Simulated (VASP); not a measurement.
# Cu3N (Pm-3m) in VASP: settings compared

The runs below take Cu3N through elastic constants, with PBE, PBEsol, LDA.

Program: VASP 6.6.1. These are calculated values, not measurements. Logs are shortened: lines on timing, memory, paths and dates and some standing lists are left out, and cuts for length are marked.

## 1. The crystal as given

It takes space group Pm-3m (No. 221, cubic). Conventional cell: a = 3.820 Å, b = 3.820 Å, c = 3.820 Å, α = 90.00°, β = 90.00°, γ = 90.00°. N (site symmetry m-3m) is surrounded by 6 Cu at 1.91 Å. Cu (site symmetry 4/mmm) has 2 N at 1.91 Å as nearest neighbours.

The cell was built by a generator and needn't be a form met in nature.

## 2. Elastic constants, PBE

POSCAR

```
Cu3N
1.0
    3.8200000000      0.0000000000      0.0000000000
    0.0000000000      3.8200000000      0.0000000000
    0.0000000000      0.0000000000      3.8200000000
N Cu
1 3
Direct
    0.0000000000      0.0000000000      0.0000000000
    0.5000000000      0.0000000000      0.0000000000
    0.0000000000      0.5000000000      0.0000000000
    0.0000000000      0.0000000000      0.5000000000
```

INCAR.step1

```
  PREC = Accurate
  ENCUT = 600
  EDIFF = 1E-8
  ISMEAR = 0
  SIGMA = 0.15
  LREAL = F
  LASPH = T
  NELM = 100
  ALGO = Fast
  ISIF = 3
  LWAVE = F
  LCHARG = F
  GGA = PE
  IBRION = 2
  NSW = 40
  EDIFFG = -0.002
  KPAR = 2
```

INCAR.step2

```
  PREC = Accurate
  ENCUT = 600
  EDIFF = 1E-8
  ISMEAR = 0
  SIGMA = 0.15
  LREAL = F
  LASPH = T
  NELM = 100
  ALGO = Fast
  ISIF = 3
  LWAVE = F
  LCHARG = F
  GGA = PE
  IBRION = 6
  NFREE = 2
  POTIM = 0.015
  NSW = 1
  KPAR = 2
```

KPOINTS

```
regular mesh
0
Gamma
  10 10 10
```

Potentials or basis: VASP PAW PBE potentials, release 64 (N, Cu).

Run with:

```sh
> cat potpaw_PBE.64/N/POTCAR potpaw_PBE.64/Cu/POTCAR > POTCAR
> cp INCAR.step1 INCAR
> mpirun -np 2 vasp_std > vasp.out
> cp CONTCAR POSCAR
> cp INCAR.step2 INCAR
> mpirun -np 2 vasp_std > vasp.out
```

OUTCAR:

```text
PREC = Accurate
   ENCUT = 600
   EDIFF = 1E-8
   ISMEAR = 0
   LREAL = F
   LASPH = T
   NELM = 100
   ISIF = 3
   GGA = PE
   IBRION = 6
   NFREE = 2
   POTIM = 0.015
   NSW = 1

 ion  position               nearest neighbor table
   1  0.000  0.000  0.000-   2 1.92   3 1.92   4 1.92   4 1.92   3 1.92   2 1.92
   2  0.500  0.000  0.000-   1 1.92   1 1.92   4 2.71   4 2.71   3 2.71   3 2.71   3 2.71   4 2.71
                             4 2.71   3 2.71
   3  0.000  0.500  0.000-   1 1.92   1 1.92   4 2.71   4 2.71   2 2.71   2 2.71   4 2.71   4 2.71
                             2 2.71   2 2.71
   4  0.000  0.000  0.500-   1 1.92   1 1.92   3 2.71   2 2.71   2 2.71   3 2.71   3 2.71   3 2.71
                             2 2.71   2 2.71

  LATTYP: Found a simple cubic cell.
 ALAT       =     3.8330997237

  Lattice vectors:

 A1 = (   3.8330997237,   0.0000000000,   0.0000000000)
 A2 = (   0.0000000000,   3.8330997237,   0.0000000000)
 A3 = (   0.0000000000,   0.0000000000,   3.8330997237)

Analysis of symmetry for initial positions (statically):
=====================================================================
 Subroutine PRICEL returns:
 Original cell was already a primitive cell.

 Routine SETGRP: Setting up the symmetry group for a
 simple cubic supercell.

 Subroutine GETGRP returns: Found 48 space group operations
 (whereof 48 operations were pure point group operations)
 out of a pool of 48 trial point group operations.

The static configuration has the point symmetry O_h .

Analysis of symmetry for dynamics (positions and initial velocities):
=====================================================================
 Subroutine PRICEL returns:
 Original cell was already a primitive cell.

 Routine SETGRP: Setting up the symmetry group for a
 simple cubic supercell.

 Subroutine GETGRP returns: Found 48 space group operations
 (whereof 48 operations were pure point group operations)
 out of a pool of 48 trial point group operations.

The dynamic configuration has the point symmetry O_h .

 Subroutine INISYM returns: Found 48 space group operations
[... 984 lines left out ...]
  ---------------------------------------------------
  free energy    TOTEN  =       -18.39251265 eV

  energy without entropy =      -18.39180047  energy(sigma->0) =      -18.39215656

 E-fermi :   4.8974     XC(G=0): -10.7130

 val. band max:        4.7503074295   @ k =   0.5000   0.5000   0.5000
 cond. band min:       5.0123091702   @ k =   0.5000   0.5000   0.0000
 fundamental gap:      0.2620017407
 Fermi energy:         4.8973668899

 k-point     1 :       0.0000    0.0000    0.0000
  band No.  band energies     occupation
      1     -11.9272      2.00000
      2      -0.3808      2.00000
      3       0.0813      2.00000
      4       0.0814      2.00000
      5       0.0820      2.00000
      6       0.9866      2.00000
[... 646 lines left out ...]
  FREE ENERGIE OF THE ION-ELECTRON SYSTEM (eV)
  ---------------------------------------------------
  free  energy   TOTEN  =       -18.3925126515 eV

  energy  without entropy=      -18.3918004750  energy(sigma->0) =      -18.39215656

 INTERNAL STRAIN TENSORS FROM STRAINED CELLS
 ============================================

 INTERNAL STRAIN TENSOR FOR ION    1 for displacements in x,y,z  (eV/Angst):
          X           Y           Z          XY          YZ          ZX
  --------------------------------------------------------------------------------
  x     0.00000     0.00000     0.00000     0.00000     0.00000     0.00000
  y     0.00000     0.00000     0.00000    -0.00000     0.00000     0.00000
  z     0.00000     0.00000     0.00000     0.00000     0.00000     0.00000

 INTERNAL STRAIN TENSORS FROM DISPLACED ATOMS
 ============================================

 INTERNAL STRAIN TENSOR FOR ION    1 for displacements in x,y,z  (eV/Angst):
          X           Y           Z          XY          YZ          ZX
  --------------------------------------------------------------------------------
  x     0.00000     0.00000     0.00000     0.00000     0.00000     0.00000
  y     0.00000     0.00000     0.00000     0.00000     0.00000     0.00000
  z     0.00000     0.00000     0.00000     0.00000     0.00000     0.00000

 INTERNAL STRAIN TENSOR FOR ION    4 for displacements in x,y,z  (eV/Angst):
          X           Y           Z          XY          YZ          ZX
  --------------------------------------------------------------------------------
  x     0.00000     0.00000     0.00000     0.00000     0.00000     0.00000
  y     0.00000     0.00000     0.00000     0.00000     0.00000     0.00000
  z     0.00000     0.00000     0.00000     0.00000     0.00000     0.00000

 Eigenvectors and eigenvalues of the dynamical matrix
 ----------------------------------------------------

   1 f  =   18.805711 THz   118.159764 2PiTHz  627.290981 cm-1    77.774134 meV
             X         Y         Z           dx          dy          dz
      0.000000  0.000000  0.000000     0.903302   -0.001120    0.000000
      1.916550  0.000000  0.000000    -0.428989   -0.000003    0.000000
      0.000000  1.916550  0.000000     0.002454    0.000532   -0.000000
      0.000000  0.000000  1.916550     0.002454   -0.000003    0.000000
[... 71 lines left out ...]
  12 f/i=    0.001101 THz     0.006918 2PiTHz    0.036727 cm-1     0.004554 meV
             X         Y         Z           dx          dy          dz
      0.000000  0.000000  0.000000    -0.000980   -0.037664    0.258938
      1.916550  0.000000  0.000000    -0.002087   -0.080201    0.551370
      0.000000  1.916550  0.000000    -0.002086   -0.080226    0.551370
      0.000000  0.000000  1.916550    -0.002086   -0.080201    0.551543

--------------------------------------------------------------------------------------------------------

 ELASTIC MODULI CONTR FROM IONIC RELAXATION (kBar)
 Direction    XX          YY          ZZ          XY          YZ          ZX
 --------------------------------------------------------------------------------
 XX           0.0000      0.0000      0.0000      0.0000      0.0000      0.0000
 YY           0.0000      0.0000      0.0000      0.0000      0.0000      0.0000
 ZZ           0.0000      0.0000      0.0000      0.0000      0.0000      0.0000
 XY           0.0000      0.0000      0.0000      0.0000      0.0000      0.0000
 YZ           0.0000      0.0000      0.0000      0.0000      0.0000      0.0000
 ZX           0.0000      0.0000      0.0000      0.0000      0.0000      0.0000
 --------------------------------------------------------------------------------

 TOTAL ELASTIC MODULI (kBar)
 Direction    XX          YY          ZZ          XY          YZ          ZX
 --------------------------------------------------------------------------------
 XX        2373.5836    542.0359    542.0359     -0.0000     -0.0000     -0.0000
 YY         542.0359   2373.5836    542.0359     -0.0000     -0.0000     -0.0000
 ZZ         542.0359    542.0359   2373.5836     -0.0000      0.0000     -0.0000
 XY          -0.0000     -0.0000     -0.0000    180.9461      0.0000      0.0000
 YZ          -0.0000     -0.0000      0.0000      0.0000    180.9461      0.0000
 ZX          -0.0000     -0.0000     -0.0000      0.0000      0.0000    180.9461
 --------------------------------------------------------------------------------
```

OUTCAR.step1:

```text
PREC = Accurate
   ENCUT = 600
   EDIFF = 1E-8
   ISMEAR = 0
   LREAL = F
   LASPH = T
   NELM = 100
   ISIF = 3
   GGA = PE
   IBRION = 2
   NSW = 40
   EDIFFG = -0.002
[... 924 lines left out ...]
 cond. band min:       5.0125044919   @ k =   0.5000   0.5000   0.0000
 fundamental gap:      0.2618893518
 Fermi energy:         4.8975679293

 k-point     1 :       0.0000    0.0000    0.0000
  band No.  band energies     occupation
      1     -11.9273      2.00000
      2      -0.3807      2.00000
      3       0.0820      2.00000
      4       0.0820      2.00000
      5       0.0820      2.00000
      6       0.9866      2.00000
[... 646 lines left out ...]
  FREE ENERGIE OF THE ION-ELECTRON SYSTEM (eV)
  ---------------------------------------------------
  free  energy   TOTEN  =       -18.3923238421 eV

  energy  without entropy=      -18.3916103728  energy(sigma->0) =      -18.39196711

 reached required accuracy - stopping structural energy minimisation
```

OSZICAR.step1:

```text
N       E                     dE             d eps       ncg     rms          rms(c)
DAV:   1     0.302614926632E+03    0.30261E+03   -0.19444E+04  2576   0.290E+03
DAV:   2     0.148564898789E+02   -0.28776E+03   -0.28063E+03  2576   0.429E+02
DAV:   3    -0.214915150072E+02   -0.36348E+02   -0.35367E+02  3721   0.184E+02
[... 47 lines left out ...]
RMM:  11    -0.183923238373E+02    0.89446E-07   -0.45620E-07  2708   0.895E-03    0.168E-03
RMM:  12    -0.183923239628E+02   -0.12544E-06   -0.58989E-07  3004   0.716E-03    0.972E-04
RMM:  13    -0.183923239013E+02    0.61441E-07   -0.49465E-08  1977   0.228E-03    0.747E-04
RMM:  14    -0.183923238434E+02    0.57958E-07   -0.51202E-08  1924   0.214E-03    0.170E-04
RMM:  15    -0.183923238421E+02    0.13051E-08   -0.71399E-09  1494   0.113E-03
   3 F= -.18392324E+02 E0= -.18391967E+02  d E =-.216560E-02
```

It took 36 min on 2 MPI ranks of Intel Xeon Platinum 8488C (Sapphire Rapids), shared host; peak memory 0.74 GiB.

Results:

| Quantity | Value |
| --- | --- |
| Relaxed volume | 14.08 Å³/atom |
| Relaxed cell | a = 3.833 Å, b = 3.833 Å, c = 3.833 Å, α = 90.00°, β = 90.00°, γ = 90.00° |
| Space group after relaxing (to 0.05 Å) | Pm-3m (No. 221) |
| Elastic constants C11, C12, C44 | 237, 54, 18 GPa |
| Voigt bulk modulus | 115 GPa |
| Highest phonon frequency at Γ, LO-TO splitting left out | 627 cm⁻¹ |

The path:
```tsv
step	energy change (eV)	largest force (eV/Å)	pressure (GPa)	volume (Å³)
1	0.0000	0.0000	1.23	55.74
2	-0.0016	0.0000	-0.54	56.61
3	-0.0022	0.0000	0.01	56.32
```

Final structure:
```
N Cu
1.0
     3.83310    0.00000    0.00000
     0.00000    3.83310    0.00000
     0.00000    0.00000    3.83310
N Cu
1 3
Direct
  0.00000 0.00000 0.00000
  0.50000 0.00000 0.00000
  0.00000 0.50000 0.00000
  0.00000 0.00000 0.50000
```

Phonon frequencies in cm⁻¹ (negative: imaginary):
| q point | frequencies |
| --- | --- |
| (0.000, 0.000, 0.000) | 0 0 0 88 88 88 145 145 145 627 627 627 |

Elastic tensor in Voigt notation (GPa, in the Cartesian axes of the cell as first typed):
```
237  54  54   0   0   0
 54 237  54   0   0   0
 54  54 237   0   0   0
  0   0   0  18   0   0
  0   0   0   0  18   0
  0   0   0   0   0  18
```

Clamped-ion elastic tensor (GPa):
```
237  54  54   0   0   0
 54 237  54   0   0   0
 54  54 237   0   0   0
  0   0   0  18   0   0
  0   0   0   0  18   0
  0   0   0   0   0  18
```

Caveat: the run has no spin polarisation, though such a crystal can be magnetic.

## 3. Elastic constants, PBEsol

This run uses another cell than the first one, of 13.39 Å³/atom, 0.961 times its volume.

POSCAR

```
Cu3N
1.0
    3.7699348903      0.0000000000      0.0000000000
    0.0000000000      3.7699348903      0.0000000000
    0.0000000000      0.0000000000      3.7699348903
  N               Cu
     1     3
Direct
     0.0000000000000000    0.0000000000000000    0.0000000000000000
     0.5000000000000000    0.0000000000000000    0.0000000000000000
     0.0000000000000000    0.5000000000000000    0.0000000000000000
     0.0000000000000000    0.0000000000000000    0.5000000000000000
```

INCAR.step1

```
SYSTEM = Cu3N
PREC = Accurate
ENCUT = 600
EDIFF = 1E-8
ISMEAR = 0
SIGMA = 0.15
LREAL = .FALSE.
LASPH = .TRUE.
NELM = 100
ALGO = Normal
ISIF = 3
LWAVE = .FALSE.
LCHARG = .FALSE.
GGA = PS
IBRION = 2
NSW = 40
EDIFFG = -0.002
```

INCAR.step2

```
SYSTEM = Cu3N
PREC = Accurate
ENCUT = 600
EDIFF = 1E-8
ISMEAR = 0
SIGMA = 0.15
LREAL = .FALSE.
LASPH = .TRUE.
NELM = 100
ALGO = Normal
ISIF = 3
LWAVE = .FALSE.
LCHARG = .FALSE.
GGA = PS
IBRION = 6
NFREE = 2
POTIM = 0.015
NSW = 1
```

KPOINTS

```
Automatic mesh
0
G
  10 10 10
  0 0 0
```

Potentials or basis: VASP PAW PBE potentials, release 64 (N, Cu).

Run with:

```sh
> cat potpaw_PBE.64/N/POTCAR potpaw_PBE.64/Cu/POTCAR > POTCAR
> cp INCAR.step1 INCAR
> mpirun -np 1 vasp_std > vasp.out
> cp CONTCAR POSCAR
> cp INCAR.step2 INCAR
> mpirun -np 1 vasp_std > vasp.out
```

It took 70 min on 1 thread of Intel Xeon Platinum 8488C (Sapphire Rapids), shared host; peak memory 0.72 GiB.

The run converged. Its results:

```
Elastic constants C11, C12, C44                         : 277, 59, 19 GPa
Voigt bulk modulus                                      : 132 GPa
Highest phonon frequency at Γ, LO-TO splitting left out : 674 cm⁻¹
```

Phonon frequencies in cm⁻¹ (negative: imaginary):
```
              q point                             frequencies
(0.000, 0.000, 0.000)  0 0 0 92 92 92 152 152 152 674 674 674
```

Elastic tensor in Voigt notation (GPa, in the Cartesian axes of the cell as first typed):
```
277  59  59   0   0   0
 59 277  59   0   0   0
 59  59 277   0   0   0
  0   0   0  19   0   0
  0   0   0   0  19   0
  0   0   0   0   0  19
```

Clamped-ion elastic tensor (GPa):
```
277  59  59   0   0   0
 59 277  59   0   0   0
 59  59 277   0   0   0
  0   0   0  19   0   0
  0   0   0   0  19   0
  0   0   0   0   0  19
```

Caveat: the PAW data sets were made with another functional, which shifts forces and pressure a little; the run has no spin polarisation, though such a crystal can be magnetic.

## 4. Elastic constants, LDA

POSCAR

```
Cu3N
1.0
    3.8200000000      0.0000000000      0.0000000000
    0.0000000000      3.8200000000      0.0000000000
    0.0000000000      0.0000000000      3.8200000000
N Cu
1 3
Direct
    0.0000000000      0.0000000000      0.0000000000
    0.5000000000      0.0000000000      0.0000000000
    0.0000000000      0.5000000000      0.0000000000
    0.0000000000      0.0000000000      0.5000000000
```

INCAR.step1

```
SYSTEM = Cu3N
PREC = Accurate ; ENCUT = 600
EDIFF = 1E-8 ; ISMEAR = 0
SIGMA = 0.15 ; LREAL = .False.
LASPH = .True. ; NELM = 100
ALGO = Normal ; ISIF = 3
LWAVE = .False. ; LCHARG = .False.
GGA = CA ; IBRION = 2
NSW = 40 ; EDIFFG = -0.002
KPAR = 2
```

INCAR.step2

```
SYSTEM = Cu3N
PREC = Accurate ; ENCUT = 600
EDIFF = 1E-8 ; ISMEAR = 0
SIGMA = 0.15 ; LREAL = .False.
LASPH = .True. ; NELM = 100
ALGO = Normal ; ISIF = 3
LWAVE = .False. ; LCHARG = .False.
GGA = CA ; IBRION = 6
NFREE = 2 ; POTIM = 0.015
NSW = 1 ; KPAR = 2
```

KPOINTS

```
regular mesh
0
Gamma
  10 10 10
  0 0 0
```

Potentials or basis: VASP PAW LDA potentials, release 64 (N, Cu).

Run with:

```sh
> cat potpaw_LDA.64/N/POTCAR potpaw_LDA.64/Cu/POTCAR > POTCAR
> cp INCAR.step1 INCAR
> mpirun -np 2 vasp_std > vasp.out
> cp CONTCAR POSCAR
> cp INCAR.step2 INCAR
> mpirun -np 2 vasp_std > vasp.out
```

Run time: 53 min. Hardware: 2 MPI ranks of Intel Xeon Platinum 8259CL at 2.50GHz (Skylake/Cascade Lake), shared host; peak memory 0.68 GiB.

The run converged. Its results:

| Property | Result |
| --- | --- |
| Relaxed volume | 12.95 Å³/atom |
| Relaxed cell | a = 3.728 Å, b = 3.728 Å, c = 3.728 Å, α = 90.00°, β = 90.00°, γ = 90.00° |
| Space group after relaxing (to 0.05 Å) | Pm-3m (No. 221) |
| Elastic constants C11, C12, C44 | 312, 63, 19 GPa |
| Voigt bulk modulus | 146 GPa |
| Highest phonon frequency at Γ, LO-TO splitting left out | 710 cm⁻¹ |

The path:
```tsv
step	energy change (eV)	largest force (eV/Å)	pressure (GPa)	volume (Å³)
1	0.0000	0.0000	-9.06	55.74
2	-0.0746	0.0000	6.93	49.62
3	-0.1197	0.0000	-0.04	51.80
4	-0.1197	0.0000	0.17	51.73
5	-0.1197	0.0000	-0.07	51.82
6	-0.1197	0.0000	-0.02	51.79
```

Final structure:
```xyz
4
Lattice="3.7276 0.0000 0.0000 0.0000 3.7276 0.0000 0.0000 0.0000 3.7276" Properties=species:S:1:pos:R:3 pbc="T T T"
N     0.0000    0.0000    0.0000
Cu    1.8638    0.0000    0.0000
Cu    0.0000    1.8638    0.0000
Cu    0.0000    0.0000    1.8638
```

Phonon frequencies in cm⁻¹ (negative: imaginary):
| q point | frequencies |
| --- | --- |
| (0.000, 0.000, 0.000) | 0 0 0 95 95 95 156 156 156 710 710 710 |

Elastic tensor in Voigt notation (GPa, in the Cartesian axes of the cell as first typed):
```
312  63  63   0   0   0
 63 312  63   0   0   0
 63  63 312   0   0   0
  0   0   0  19   0   0
  0   0   0   0  19   0
  0   0   0   0   0  19
```

Clamped-ion elastic tensor (GPa):
```
312  63  63   0   0   0
 63 312  63   0   0   0
 63  63 312   0   0   0
  0   0   0  19   0   0
  0   0   0   0  19   0
  0   0   0   0   0  19
```

Caveat: the run has no spin polarisation, though such a crystal can be magnetic.

## 5. Elastic constants, LDA

This run uses another cell than the first one, of 12.97 Å³/atom, 0.930 times its volume.

POSCAR

```
Cu3N
1.0
    3.7293574247      0.0000000000     -0.0000000000
    0.0000000000      3.7293574247      0.0000000000
    0.0000000000      0.0000000000      3.7293574247
  N               Cu
     1     3
Direct
     0.0000000000000000    0.0000000000000000    0.0000000000000000
     0.5000000000000000    0.0000000000000000    0.0000000000000000
     0.0000000000000000    0.5000000000000000    0.0000000000000000
     0.0000000000000000    0.0000000000000000    0.5000000000000000
```

INCAR.step1

```
PREC = Accurate
ENCUT = 600
EDIFF = 1E-8
ISMEAR = 0
SIGMA = 0.15
LREAL = F
LASPH = T
NELM = 60
ALGO = Fast
ISIF = 3
LWAVE = F
LCHARG = F
GGA = CA
IBRION = 2
NSW = 40
EDIFFG = -0.002
```

INCAR.step2

```
PREC = Accurate
ENCUT = 600
EDIFF = 1E-8
ISMEAR = 0
SIGMA = 0.15
LREAL = F
LASPH = T
NELM = 60
ALGO = Fast
ISIF = 3
LWAVE = F
LCHARG = F
GGA = CA
IBRION = 6
NFREE = 2
POTIM = 0.015
NSW = 1
```

KPOINTS

```
Automatic mesh
0
Gamma
  10 10 10
```

Run with:

```sh
> cat potpaw_LDA.64/N/POTCAR potpaw_LDA.64/Cu/POTCAR > POTCAR
> cp INCAR.step1 INCAR
> mpirun -np 1 vasp_std > vasp.out
> cp CONTCAR POSCAR
> cp INCAR.step2 INCAR
> mpirun -np 1 vasp_std > vasp.out
```

It took 42 min on 1 thread of AMD EPYC 9R45 (Zen 5), shared host; peak memory 0.64 GiB.

The run converged. Its results:

```yaml
Relaxed_volume: 12.95 Å³/atom
Relaxed_cell: a = 3.728 Å, b = 3.728 Å, c = 3.728 Å, α = 90.00°, β = 90.00°, γ = 90.00°
Space_group_after_relaxing_to_0.05_Å: Pm-3m (No. 221)
Elastic_constants_C11_C12_C44: 312, 64, 19 GPa
Voigt_bulk_modulus: 147 GPa
Highest_phonon_frequency_at_Γ_LO-TO_splitting_left_out: 709 cm⁻¹
```

Final structure:
```cif
data_structure
_symmetry_space_group_name_H-M 'P 1'
_symmetry_Int_Tables_number 1
_cell_length_a 3.7280
_cell_length_b 3.7280
_cell_length_c 3.7280
_cell_angle_alpha 90.000
_cell_angle_beta 90.000
_cell_angle_gamma 90.000
_cell_volume 51.81
loop_
_atom_site_label
_atom_site_type_symbol
_atom_site_fract_x
_atom_site_fract_y
_atom_site_fract_z
_atom_site_occupancy
N1 N 0.00000 0.00000 0.00000 1
Cu1 Cu 0.50000 0.00000 0.00000 1
Cu2 Cu 0.00000 0.50000 0.00000 1
Cu3 Cu 0.00000 0.00000 0.50000 1
```

Phonon frequencies in cm⁻¹ (negative: imaginary):
```csv
q point,frequencies
"(0.000, 0.000, 0.000)",0 0 0 95 95 95 156 156 156 709 709 709
```

Elastic tensor in Voigt notation (GPa, in the Cartesian axes of the cell as first typed):
```
312  64  64   0   0   0
 64 312  64   0   0   0
 64  64 312   0   0   0
  0   0   0  19   0   0
  0   0   0   0  19   0
  0   0   0   0   0  19
```

Clamped-ion elastic tensor (GPa):
```
312  64  64   0   0   0
 64 312  64   0   0   0
 64  64 312   0   0   0
  0   0   0  19   0   0
  0   0   0   0  19   0
  0   0   0   0   0  19
```

Caveat: the run has no spin polarisation, though such a crystal can be magnetic.
